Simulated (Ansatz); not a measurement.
**How far is PAW off for Sn?**

```xyz
1
Lattice="-1.5908 1.5908 2.9156 1.5908 -1.5908 2.9156 1.5908 1.5908 -2.9156" Properties=species:S:1:pos:R:3 pbc="T T T"
Sn    0.0000    0.0000    0.0000
```

The cell is COD entry 1540069, as deposited and not checked against the literature; nothing was relaxed.

No spin–orbit coupling, which matters for the heavy atoms here.

Levels of theory: DFT, PBE, PAW with Ansatz's default frozen-core files, scalar-relativistic (Ansatz 0.2.0); DFT, PBE, all-electron PAW with datasets made for the crystal, scalar-relativistic (Ansatz 0.2.0); DFT, PBE, all-electron LAPW, scalar-relativistic (Ansatz 0.2.0).

For PAW: a Γ-centred 18×18×18 k mesh, Fermi–Dirac smearing of 0.03 eV, cutoff 420 eV, no spin polarisation. The crystal-made all-electron datasets (AE datasets) take a cutoff of 240 eV at this cell. LAPW targets a basis error of 1 meV/atom. The Ansatz runs share mesh, smearing and spin set-up. Plane-wave (PAW) pressures include the program's estimate of the Pulay term.

Stress and pressure are positive in compression.

No spin–orbit coupling: at heavy atoms the gradients can be off by tens of per cent for that reason.

In a metal, gradients converge slowly with the k mesh: the values move by tens of per cent from one mesh to another, at times in sign, so only the comparison on one mesh counts.

Levels count from the Fermi level.

```tsv
quantity	PAW	AE datasets	LAPW
pressure (GPa)	-1.64	-1.64	-1.64
stress xx (GPa)	-0.73	-0.74	-0.73
stress zz (GPa)	-3.46	-3.46	-3.46
highest filled level at M (eV)	-4.239	-4.238	-4.238
lowest empty level at M (eV)	4.257	4.256	4.256
highest filled level at P (eV)	-1.454	-1.455	-1.455
lowest empty level at P (eV)	1.082	1.082	1.082
highest filled level at S (eV)	-2.240	-2.239	-2.239
lowest empty level at S (eV)	6.145	6.144	6.144
field gradient Vzz at Sn (10²¹ V/m²)	8.58	8.73	–
```

PAW's pressure differs from the LAPW value by about 0.01 GPa or less.
